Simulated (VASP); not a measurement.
# TiSe2 (P-3m1) in VASP: settings compared

One crystal, TiSe2, is run at these levels: LDA, PBE+D3(BJ); tasks: relaxation of cell and atoms.

The COD entry that gives the cell may itself be a prediction, so a difference from it is no test against experiment.

Everything below comes from runs of VASP 6.6.1. Logs are shortened: lines on timing, memory, paths and dates and some standing lists are left out, and cuts for length are marked.

## (1) The structure

The structure is trigonal, space group P-3m1 (No. 164). The conventional cell has a = 3.392 Å, b = 3.392 Å, c = 5.648 Å, α = 90.00°, β = 90.00°, γ = 120.00°. Ti (site symmetry -3m) is surrounded by 6 Se at 2.50 Å. Around Se (site symmetry 3m) lie 3 Ti at 2.50 Å.

## (2) Relaxation of cell and atoms, LDA, target pressure 3.12 GPa, at which the enthalpy is minimised

INCAR

```
ALGO     = Normal         # electronic algorithm
EDIFF    = 1E-7           # SCF threshold, eV
EDIFFG   = -0.005         # ionic threshold
ENCUT    = 600            # plane-wave cutoff, eV
IBRION   = 2              # ionic algorithm
ISIF     = 3              # what is computed and relaxed
ISMEAR   = 1              # smearing method
LASPH    = T              # aspherical terms in the spheres
LCHARG   = F              # write CHGCAR
LREAL    = F              # projectors in reciprocal space
LWAVE    = F              # write WAVECAR
NELM     = 80             # most SCF steps
NSW      = 90             # ionic steps
PREC     = Accurate       # precision mode
PSTRESS  = 31.2         
SIGMA    = 0.1            # smearing width, eV
```

KPOINTS

```
k-points
0
Gamma
  12 12 6
```

POSCAR

```
TiSe2                                   
1.0
    3.3924680040      0.0000000000      0.0000000000
   -1.6962340020      2.9379634730     -0.0000000000
    0.0000000000     -0.0000000000      5.6480472803
  Ti              Se            
     1     2
Direct
     0.0000000000000000    0.0000000000000000    0.0000000000000000
     0.3333333332999970    0.6666666667000030    0.2739377132120127
     0.6666666667000030    0.3333333332999970    0.7260622867879872
```

Potentials or basis: VASP PAW LDA potentials, release 64 (Ti_sv, Se).

On the command line:

```
> cat potpaw_LDA.64/Ti_sv/POTCAR potpaw_LDA.64/Se/POTCAR > POTCAR
> mpirun -np 1 vasp_std > vasp.out
```

OUTCAR:

```text
EDIFF = 1E-7
   EDIFFG = -0.005
   ENCUT = 600
   IBRION = 2
   ISIF = 3
   ISMEAR = 1
   LASPH = T
   LREAL = F
   NELM = 80
   NSW = 90
   PREC = Accurate
   PSTRESS = 31.2

 ion  position               nearest neighbor table
   1  0.000  0.000  0.000-   2 2.50   3 2.50   3 2.50   2 2.50   3 2.50   2 2.50
   2  0.333  0.667  0.274-   1 2.50   1 2.50   1 2.50
   3  0.667  0.333  0.726-   1 2.50   1 2.50   1 2.50

  LATTYP: Found a hexagonal cell.
 ALAT       =     3.3924680040
 C/A-ratio  =     1.6648785703

  Lattice vectors:

 A1 = (   3.3924680040,   0.0000000000,   0.0000000000)
 A2 = (  -1.6962340020,   2.9379634730,   0.0000000000)
 A3 = (   0.0000000000,   0.0000000000,   5.6480472803)

Analysis of symmetry for initial positions (statically):
=====================================================================
 Subroutine PRICEL returns:
 Original cell was already a primitive cell.

 Routine SETGRP: Setting up the symmetry group for a
 hexagonal supercell.

 Subroutine GETGRP returns: Found 12 space group operations
 (whereof 12 operations were pure point group operations)
 out of a pool of 24 trial point group operations.

The static configuration has the point symmetry D_3d.

Analysis of symmetry for dynamics (positions and initial velocities):
=====================================================================
 Subroutine PRICEL returns:
 Original cell was already a primitive cell.

 Routine SETGRP: Setting up the symmetry group for a
 hexagonal supercell.

 Subroutine GETGRP returns: Found 12 space group operations
 (whereof 12 operations were pure point group operations)
 out of a pool of 24 trial point group operations.

The dynamic configuration has the point symmetry D_3d.

 Subroutine INISYM returns: Found 12 space group operations
 (whereof 12 operations are pure point group operations),
 and found     1 'primitive' translations

----------------------------------------------------------------------------------------

                                     Primitive cell

  volume of cell :      56.2938

  direct lattice vectors                    reciprocal lattice vectors
     3.392468004  0.000000000  0.000000000     0.294770650  0.170185914  0.000000000
    -1.696234002  2.937963473  0.000000000     0.000000000  0.340371829  0.000000000
     0.000000000  0.000000000  5.648047280     0.000000000  0.000000000  0.177052342
[... 95 lines left out ...]
   TEBEG  =    0.0;   TEEND  =   0.0 temperature during run
   PSTRESS=   31.2 pullay stress
   NELECT =      24.0000    total number of electrons
   NUPDOWN=      -1.0000    fix difference up-down
   EMIN   =  10.00;   EMAX   =-10.00  energy-range for DOS
   EFERMI =   0.00;   METHOD = LEGACY
   ISMEAR =     1;   SIGMA  =   0.10  broadening in eV -4-tet -1-fermi 0-gaus
   EFERMI_NEDOS =   21; number of points for ismear=-14 and -15
   IALGO  =     38    algorithm
   IMIX   =      4    mixing-type and parameters
     AMIX     =   0.40;   BMIX     =  1.00
     AMIX_MAG =   1.60;   BMIX_MAG =  1.00
  volume/ion in A,a.u.               =      18.76       126.63
  Fermi-wavevector in a.u.,A,eV,Ry     =   1.232135  2.328398 20.655787  1.518158
  Thomas-Fermi vector in A             =   2.366917
   LORBIT       =      0    0 simple, 1 ext, 2 COOP (PROOUT), +10 PAW based schemes
   GGA     = CA    functional components
   LHFCALC =     F    Hartree Fock is set to
   AEXX    =    0.0000 exact exchange contribution
   IVDW    =     0    specifies the selected vdW correction
   LEPSILON=     F    determine dielectric tensor
   LRPA    =     F    only Hartree local field effects (RPA)
 conjugate gradient relaxation of ions
 non-spin polarized calculation
 Methfessel and Paxton  Order N= 1 SIGMA  =   0.10
  energy-cutoff  :      600.00
  volume of cell :       56.29
 maximum number of plane-waves:      1906
   NGX = 13   NGY = 13   NGZ = 23

--------------------------------------- Ionic step        1  -------------------------------------------

 number of electron      23.9999997 magnetization

 Free energy of the ion-electron system (eV)
  ---------------------------------------------------
  ext. energy  EPLUGINS =         0.00000000
  ---------------------------------------------------
  free energy    TOTEN  =       -20.30977864 eV

  energy without entropy =      -20.30975896  energy(sigma->0) =      -20.30977208

------------------------ aborting loop because EDIFF is reached ----------------------------------------

  FORCE on cell =-STRESS in cart. coord.  units (eV):
  Direction    XX          YY          ZZ          XY          YZ          ZX
  --------------------------------------------------------------------------------------
  -------------------------------------------------------------------------------------
  Total        1.1136822      1.1136822      1.1112492     -0.0000000      0.0000000      0.0000000
  in kB       31.6965062     31.6965062     31.6272589     -0.0000000      0.0000000      0.0000000
  external PRESSURE =       0.4734237 kB  Pullay stress =      31.2000000 kB
[... 104 lines left out ...]
--------------------------------------- Ionic step        4  -------------------------------------------

 number of electron      23.9999997 magnetization

 Free energy of the ion-electron system (eV)
  ---------------------------------------------------
  ext. energy  EPLUGINS =         0.00000000
  ---------------------------------------------------
  free energy    TOTEN  =       -20.31038295 eV

  energy without entropy =      -20.31036143  energy(sigma->0) =      -20.31037578

 E-fermi :   6.3342     XC(G=0): -11.0203

 val. band max:        6.3172908559   @ k =   0.5000   0.0000   0.1667
 cond. band min:       6.3393288319   @ k =   0.5000   0.0000   0.0000
 fundamental gap:      0.0220379760
 Fermi energy:         6.3341564356

 k-point     1 :       0.0000    0.0000    0.0000
  band No.  band energies     occupation
      1     -50.2386      2.00000
      2     -26.8960      2.00000
      3     -26.8545      2.00000
      4     -26.8545      2.00000
      5      -8.3774      2.00000
      6      -6.3642      2.00000
[... 433 lines left out ...]
      3     -26.8871      2.00000
      4     -26.8628      2.00000
      5      -7.9389      2.00000
      6      -6.4034      2.00000
[... 8 lines left out ...]
     15       8.0957     -0.00000
     16       9.5491      0.00000

 [... further k-points ...]

------------------------ aborting loop because EDIFF is reached ----------------------------------------

  FORCE on cell =-STRESS in cart. coord.  units (eV):
  Direction    XX          YY          ZZ          XY          YZ          ZX
  --------------------------------------------------------------------------------------
  -------------------------------------------------------------------------------------
  Total        1.0983929      1.0983929      1.0988335      0.0000000      0.0000000     -0.0000000
  in kB       31.2443048     31.2443048     31.2568373      0.0000000      0.0000000     -0.0000000
  external PRESSURE =       0.0484823 kB  Pullay stress =      31.2000000 kB
[... 22 lines left out ...]
  energy  without entropy=      -20.3103614305  energy(sigma->0) =      -20.31037578

  enthalpy is  TOTEN    =       -19.2135476125 eV   P V=        1.0968353391

 reached required accuracy - stopping structural energy minimisation
```

OSZICAR:

```text
N       E                     dE             d eps       ncg     rms          rms(c)
DAV:   1     0.212380922753E+03    0.21238E+03   -0.12794E+04  3200   0.167E+03
DAV:   2    -0.126331582561E+01   -0.21364E+03   -0.21177E+03  3440   0.402E+02
[... 32 lines left out ...]
   3 F= -.19213545E+02 E0= -.19213539E+02  d E =-.348521E-05
       N       E                     dE             d eps       ncg     rms          rms(c)
DAV:   1    -0.203103855054E+02   -0.12872E-03   -0.22648E-04  3232   0.137E-01    0.146E-02
DAV:   2    -0.203103847950E+02    0.71037E-06   -0.46719E-05  3576   0.634E-02    0.873E-03
DAV:   3    -0.203103832401E+02    0.15550E-05   -0.17894E-05  4304   0.284E-02    0.447E-03
DAV:   4    -0.203103829306E+02    0.30944E-06   -0.21021E-06  4096   0.132E-02    0.163E-03
DAV:   5    -0.203103829516E+02   -0.21013E-07   -0.15197E-07  2536   0.326E-03
   4 F= -.19213548E+02 E0= -.19213540E+02  d E =-.257115E-05
```

It took 97 s on 1 thread of Intel Xeon 6975P-C (Granite Rapids), shared host; peak memory 0.25 GiB.

What came out:

```
Free energy                                            : -20.3104 eV
Relaxed volume                                         : 18.77 Å³/atom
Relaxed cell                                           : a = 3.393 Å, b = 3.393 Å, c = 5.649 Å, α = 90.00°, β = 90.00°, γ = 120.00°
Space group after relaxing (to 0.05 Å)                 : P-3m1 (No. 164)
Energy change on relaxing (the enthalpy is what falls) : -0.2 meV/atom
Ionic steps                                            : 4
Pressure after relaxing                                : 3.1 GPa
Band gap on the k mesh                                 : none (metal or under the smearing width)
```

Forces in eV/Å, atoms in the order of the input:
```
Ti   0.000  0.000  0.000
Se   0.000  0.000 -0.003
Se   0.000  0.000  0.003
```

Step by step:
| step | energy change (eV) | largest force (eV/Å) | pressure (GPa) | volume (Å³) |
| --- | --- | --- | --- | --- |
| 1 | 0.0000 | 0.0027 | 3.17 | 56.29 |
| 2 | -0.0009 | 0.0089 | 3.08 | 56.34 |
| 3 | -0.0005 | 0.0059 | 3.11 | 56.32 |
| 4 | -0.0006 | 0.0028 | 3.12 | 56.32 |

Final structure:
```cif
data_structure
_symmetry_space_group_name_H-M 'P 1'
_symmetry_Int_Tables_number 1
_cell_length_a 3.3932
_cell_length_b 3.3932
_cell_length_c 5.6488
_cell_angle_alpha 90.000
_cell_angle_beta 90.000
_cell_angle_gamma 120.000
_cell_volume 56.32
loop_
_atom_site_label
_atom_site_type_symbol
_atom_site_fract_x
_atom_site_fract_y
_atom_site_fract_z
_atom_site_occupancy
Ti1 Ti 0.00000 0.00000 0.00000 1
Se1 Se 0.33333 0.66667 0.27387 1
Se2 Se 0.66667 0.33333 0.72613 1
```

Levels at points of the mesh, in eV from the Fermi level:
| k point | band 10 | band 11 | band 12 | band 13 | band 14 | band 15 |
| --- | --- | --- | --- | --- | --- | --- |
| (0.00, 0.00, 0.00) | 0.51 | 0.58 | 0.58 | 0.73 | 0.86 | 0.86 |
| (0.50, 0.00, 0.00) | -3.04 | -2.23 | -1.50 | 0.01 | 1.68 | 2.15 |
| (0.00, 0.00, 0.50) | -2.13 | 0.38 | 0.38 | 0.55 | 0.55 | 1.46 |
| (0.50, 0.00, 0.50) | -2.68 | -0.93 | -0.65 | -0.40 | 1.68 | 2.12 |

Caveat: the cell is relaxed towards a set pressure, so the enthalpy falls and the energy may rise.

[end of part 1 of 2]
